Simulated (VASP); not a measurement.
A run of VASP 6.6.1 is set up as follows.

INCAR

```
SYSTEM = TiSi2
ALGO     = Normal         ! electronic algorithm
EDIFF    = 1E-6           ! SCF threshold, eV
EDIFFG   = -0.01          ! ionic threshold
ENCUT    = 600            ! plane-wave cutoff, eV
GGA      = RE             ! functional
IBRION   = 2              ! ionic algorithm
ISIF     = 3              ! what is computed and relaxed
ISMEAR   = -1             ! smearing method
LASPH    = .True.         ! aspherical terms in the spheres
LCHARG   = .False.        ! write CHGCAR
LREAL    = .False.        ! projectors in reciprocal space
LWAVE    = .False.        ! write WAVECAR
NELM     = 80             ! most SCF steps
NSW      = 60             ! ionic steps
PREC     = Accurate       ! precision mode
SIGMA    = 0.05           ! smearing width, eV
```

The input KPOINTS:

```
k-points
0
Gamma
  5 5 5
  0 0 0
```

Contents of POSCAR:

```
TiSi2
1.0
    0.0000000000      4.1175163063      4.2628978354
    2.3895119538      0.0000000000      4.2628978354
    2.3895119538      4.1175163063      0.0000000000
Ti Si
2 4
Direct
    0.7500000000      0.7500000000      0.7500000000
    0.5000000000      0.5000000000      0.5000000000
    0.4125656100      0.0874343900      0.4125656100
    0.0874343900      0.4125656100      0.0874343900
    0.1625656100      0.8374343900      0.1625656100
    0.8374343900      0.1625656100      0.8374343900
```

Potentials or basis: VASP PAW PBE potentials, release 64 (Ti_sv, Si).

The run is started by

```sh
$ cat potpaw_PBE.64/Ti_sv/POTCAR potpaw_PBE.64/Si/POTCAR > POTCAR
$ mpirun -np 1 vasp_std > vasp.out
```

Estimate the relaxed cell.

a = 5.986 Å, b = 4.942 Å, c = 4.792 Å, α = 75.88°, β = 53.19°, γ = 50.93°.

What does it give for the relaxed volume?

14.34 Å³/atom.

Stress tensor (GPa, compression positive):
```
-0.02  0.00  0.00
 0.00 -0.10  0.00
 0.00  0.00 -0.11
```

Caveat: the PAW data sets were made with another functional, which shifts forces and pressure a little.
